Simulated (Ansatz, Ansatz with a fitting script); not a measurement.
# InP (F-43m): converging an RPA energy, part 4 of 4

Wanted: convergence and cost of the RPA correlation energy of InP (F-43m).

Ansatz 0.2.0; EXX+RPA on LDA, plane waves, norm-conserving pseudopotentials.

So far. Step 27 (k mesh, 5×5×5 mesh, cutoffs to 160 eV, 242 empty bands …): Extrapolated from these cutoffs, the correlation energy is -18.33 eV per atom (fit error 0.08); such a limit moves with the range of cutoffs.

The database entry behind the starting cell differs from later determinations by our own check (0.1 to 0.3 % short, probably kX units), so it need not match the best structure at ambient conditions.

In doubt: RPA on norm-conserving files with a d shell is listed as unsure (steps 28, 29), so the values of those runs are not to be relied on.

### Step 28. Wavefunction cutoff, 3×3×3 mesh, cutoffs to 160 eV, 231 empty bands

input.yaml reads:

```yaml
crystal:
  lattice:
    - [0.0, 2.9305, 2.9305]
    - [2.9305, 0.0, 2.9305]
    - [2.9305, 2.9305, 0.0]
  atoms:
    - { symbol: In, position: [0.0, 0.0, 0.0] }
    - { symbol: P, position: [0.75, 0.75, 0.75] }
kpoints:
  mp_grid: { grid: [3, 3, 3] }
hamiltonian:
  xc: lda
  pseudopotentials: { kind: nc, xc_functional: pbe }
scf:
  occupations: { method: fixed }
  lower_state_search: "off"
  convergence: { dr2_threshold: 1.0e-09 }
output:
  rpa_energy:
    ecut_chi_ladder: [96, 112, 128, 144, 160]
    long_wavelength: optical_limit
    n_empty_bands: 231
basis:
  ecutwfc: 1238
  xc_grid: 3
```

On the command line:

```
ansatz run input.yaml --threads 8 --pin off --max-ram 18432MiB --backend cpu --events-out ev --progress --plain --runs-dir out
```

Output:

```text
[...]
Crystal: 2 atoms, lattice volume = 50.333 Å³
Basis set: ecut = 1238 eV, 4957 PW (Γ), exchange–correlation on 144×144×144 points (27 copies of the dense FFT grid, shifted against one another)
Bands: 13, of which v1, the nominal top of the filled ones, is band 9 counted from 1 (8 counted from 0)
Symmetry: 24 space group operations
[...]
k-points: 4 of 27 (time reversal used)
[...]
E_c(E_cut→∞)            =       -36.877809 ± 0.174561 eV  (E_cut^-3/2 fit over 5 rungs)
[...]
( 0.0000,  0.0000,  0.3333)    0.61894     0.106977           0.106208   0.051712
    ( 0.0000,  0.3333,  0.3333)    0.71469     0.139194           0.138156   0.069037
    ( 0.0000,  0.3333, -0.3333)    1.01072     0.229559           0.227372   0.128980
  core–valence xc dropped  : E_EXX =     -1587.836798 eV   E_EXX+RPA =     -1624.714607 eV
  core–valence xc semilocal: E_EXX =     -1937.817573 eV   E_EXX+RPA =     -1974.695382 eV
[key lines of the parts left out:]
SCF converged after 8 iterations
Free energy (F): -1988.928760 eV
Fermi energy:    7.115052 eV
```

Elapsed: 9.7 s, on 8 threads of Arm Neoverse V2, shared host; peak memory 1.6 GiB; 61 s of CPU time.

Numbers from this step:

```
exact exchange energy  : -192.2308 eV
RPA correlation energy : -36.88 eV
```

Extrapolated from these cutoffs, the correlation energy is -18.44 eV per atom (fit error 0.09); such a limit moves with the range of cutoffs.

### Step 29. Wavefunction cutoff, 3×3×3 mesh, cutoffs to 160 eV, 242 empty bands, volume +5 %

input.yaml, the sections that differ from step 28:

```yaml
crystal:
  lattice:
    - [0.0, 2.9785495236, 2.9785495236]
    - [2.9785495236, 0.0, 2.9785495236]
    - [2.9785495236, 2.9785495236, 0.0]
  atoms:
    - { symbol: In, position: [0.0, 0.0, 0.0] }
    - { symbol: P, position: [0.75, 0.75, 0.75] }
output:
  rpa_energy:
    ecut_chi_ladder: [96, 112, 128, 144, 160]
    long_wavelength: optical_limit
    n_empty_bands: 242
# kpoints, hamiltonian, scf, basis: as in step 28
```

Output:

```text
[...]
Crystal: 2 atoms, lattice volume = 52.850 Å³
Basis set: ecut = 1238 eV, 5209 PW (Γ), exchange–correlation on 150×150×150 points (27 copies of the dense FFT grid, shifted against one another)
Bands: 13, of which v1, the nominal top of the filled ones, is band 9 counted from 1 (8 counted from 0)
Symmetry: 24 space group operations
[...]
k-points: 4 of 27 (time reversal used)
[...]
E_c(E_cut→∞)            =       -36.939121 ± 0.159262 eV  (E_cut^-3/2 fit over 5 rungs)
[...]
( 0.0000,  0.0000,  0.3333)    0.60895     0.106090           0.105347   0.051011
    ( 0.0000,  0.3333,  0.3333)    0.70316     0.138122           0.137121   0.068120
    ( 0.0000,  0.3333, -0.3333)    0.99442     0.227251           0.225144   0.127219
  core–valence xc dropped  : E_EXX =     -1587.757344 eV   E_EXX+RPA =     -1624.696465 eV
  core–valence xc semilocal: E_EXX =     -1937.739153 eV   E_EXX+RPA =     -1974.678274 eV
[key lines of the parts left out:]
SCF converged after 8 iterations
Free energy (F): -1988.908509 eV
Fermi energy:    6.501322 eV
```

The job ended after 11 s (8 threads; peak memory 1.7 GiB).

This step gave:

```yaml
exact_exchange_energy: -191.4657 eV
rpa_correlation_energy: -36.94 eV
```

Extrapolated from these cutoffs, the correlation energy is -18.47 eV per atom (fit error 0.08); such a limit moves with the range of cutoffs.

### Step 30. The runs together

Expansion by 5 % in volume. Ladder, by row:

| changed | top response cutoff (eV) | empty bands | k mesh | long-wave term | wavefunction cutoff (eV) | box ratio | Ec extrapolated (eV/atom) | fit error (eV/atom) | Ec at the top rung (eV/atom) | change of Ec on expansion, extrapolated (meV/atom) | the same at one sphere-equivalent cutoff (meV/atom) | change of EXX (meV/atom) | wall time (s) | peak host memory (GiB) |
| --- | --- | --- | --- | --- | --- | --- | --- | --- | --- | --- | --- | --- | --- | --- |
| base | 160 | 231 | 3x3x3 | optical_limit | 952 | 4 | -18.44 | 0.0872 | -16.42 | -30.6 | -13.04 | 39.72 | 8.44 | 1.249 |
| response cutoff | 90 | 97 | 3x3x3 | optical_limit | 952 | 4 | -16.39 | 0.228 | -13.75 | 134.3 | -4.47 | 39.72 | 2.42 | 0.585 |
| response cutoff | 240 | 424 | 3x3x3 | optical_limit | 952 | 4 | -18.91 | 0.0316 | -17.59 | -16.29 | -12.41 | 39.72 | 19.76 | 2.511 |
| bands | 160 | 20 | 3x3x3 | optical_limit | 952 | 4 | -18.67 | 0.0813 | -16.63 | -22.03 | -7.08 | 39.72 | 2.32 | 0.376 |
| bands | 160 | 69 | 3x3x3 | optical_limit | 952 | 4 | -18.49 | 0.0863 | -16.46 | -30.96 | -13.87 | 39.72 | 3.05 | 0.478 |
| k mesh | 160 | 231 | 2x2x2 | optical_limit | 952 | 4 | -19.19 | 0.0791 | -17.14 | 7.57 | -23.73 | 13.41 | 2.78 | 0.69 |
| k mesh | 160 | 231 | 4x4x4 | optical_limit | 952 | 4 | -18.34 | 0.0845 | -16.33 | -15.79 | -11.31 | 43.85 | 19.52 | 2.078 |
| long-wave term | 160 | 231 | 3x3x3 | neglected | 952 | 4 | -18.14 | 0.0872 | -16.13 | -25.14 | -7.59 | 44.12 | 8.11 | 1.23 |
| response cutoff | 340 | 716 | 3x3x3 | optical_limit | 952 | 4 | -19.15 | 0.0332 | -18.25 | -5.07 | -12.51 | 39.72 | 64.05 | 5.571 |
| bands | 160 | 558 | 3x3x3 | optical_limit | 952 | 4 | -18.43 | 0.0866 | -16.42 | -30.15 | -12.82 | 39.72 | 24.27 | 3.758 |
| wavefunction cutoff | 160 | 231 | 3x3x3 | optical_limit | 667 | 4 | -18.38 | 0.0854 | -16.39 | -30.87 | -13.47 | 35.08 | 6.37 | 0.95 |
| pair-density box | 160 | 231 | 3x3x3 | optical_limit | 952 | 2 | -18.44 | 0.0872 | -16.42 | -30.6 | -13.04 | 39.72 | 8.19 | 1.235 |
| k mesh | 160 | 231 | 5x5x5 | optical_limit | 952 | 4 | -18.33 | 0.0798 | -16.3 | -3.1 | -10.39 | 44.55 | 46.36 | 2.138 |
| wavefunction cutoff | 160 | 231 | 3x3x3 | optical_limit | 1238 | 4 | -18.44 | 0.0873 | -16.43 | -30.66 | -13.07 | 39.73 | 9.7 | 1.581 |

### Step 31. What came out

```
base settings                    : -18.436 eV/atom; on expansion −31 (extrapolated), −13 meV/atom (one cutoff); 8 s
a top cutoff of 90 eV            : -16.393 eV/atom; on expansion +134 (extrapolated), −4 meV/atom (one cutoff); 2 s
a top cutoff of 240 eV           : -18.906 eV/atom; on expansion −16 (extrapolated), −12 meV/atom (one cutoff); 20 s
20 empty bands                   : -18.674 eV/atom; on expansion −22 (extrapolated), −7 meV/atom (one cutoff); 2 s
69 empty bands                   : -18.490 eV/atom; on expansion −31 (extrapolated), −14 meV/atom (one cutoff); 3 s
the 2×2×2 mesh                   : -19.194 eV/atom; on expansion +8 (extrapolated), −24 meV/atom (one cutoff); 3 s
the 4×4×4 mesh                   : -18.337 eV/atom; on expansion −16 (extrapolated), −11 meV/atom (one cutoff); 20 s
the long-wave term left out      : -18.141 eV/atom; on expansion −25 (extrapolated), −8 meV/atom (one cutoff); 8 s
a top cutoff of 340 eV           : -19.155 eV/atom; on expansion −5 (extrapolated), −13 meV/atom (one cutoff); 64 s
558 empty bands                  : -18.429 eV/atom; on expansion −30 (extrapolated), −13 meV/atom (one cutoff); 24 s
a wavefunction cutoff of 667 eV  : -18.384 eV/atom; on expansion −31 (extrapolated), −13 meV/atom (one cutoff); 6 s
a box ratio of 2                 : -18.436 eV/atom; on expansion −31 (extrapolated), −13 meV/atom (one cutoff); 8 s
the 5×5×5 mesh                   : -18.331 eV/atom; on expansion −3 (extrapolated), −10 meV/atom (one cutoff); 46 s
a wavefunction cutoff of 1238 eV : -18.439 eV/atom; on expansion −31 (extrapolated), −13 meV/atom (one cutoff); 10 s
```

What this shows: With a top cutoff of 90 eV the extrapolated correlation energy moves by +2043 meV/atom, and its change on expansion at one cutoff by +8.6. With a top cutoff of 240 eV the extrapolated correlation energy moves by −470 meV/atom, and its change on expansion at one cutoff by +0.6. With 20 empty bands the extrapolated correlation energy moves by −238 meV/atom, and its change on expansion at one cutoff by +6.0. With 69 empty bands the extrapolated correlation energy moves by −54 meV/atom, and its change on expansion at one cutoff by −0.8. With the 2×2×2 mesh the extrapolated correlation energy moves by −758 meV/atom, and its change on expansion at one cutoff by −10.7. With the 4×4×4 mesh the extrapolated correlation energy moves by +99 meV/atom, and its change on expansion at one cutoff by +1.7. With the long-wave term left out the extrapolated correlation energy moves by +295 meV/atom, and its change on expansion at one cutoff by +5.4. With a top cutoff of 340 eV the extrapolated correlation energy moves by −719 meV/atom, and its change on expansion at one cutoff by +0.5. Over all rows the change on expansion by 5 % runs from −31 to +134 meV/atom when each cell is extrapolated apart and from −24 to −4 at one cutoff (95 % of each row's top rung, the same for both cells). The norm-conserving files of one element are unsure for RPA totals.

[Paths, hosts, dates, memory and timing lines, banners, echoed tables and standing remarks are left out of the program output.]

[Logs are printed without paths, hosts, clocks, repeated set-up lines and the standing remarks that a program may print on its own settings, such as how far it seeks lower states.]

[Runs of the session that timed out or met a known fault of the program may be left out.]

[Hosts, paths, dates, database ids (printed as entryN), source tags and the programs' standing remarks are cut or masked in the printed files.]
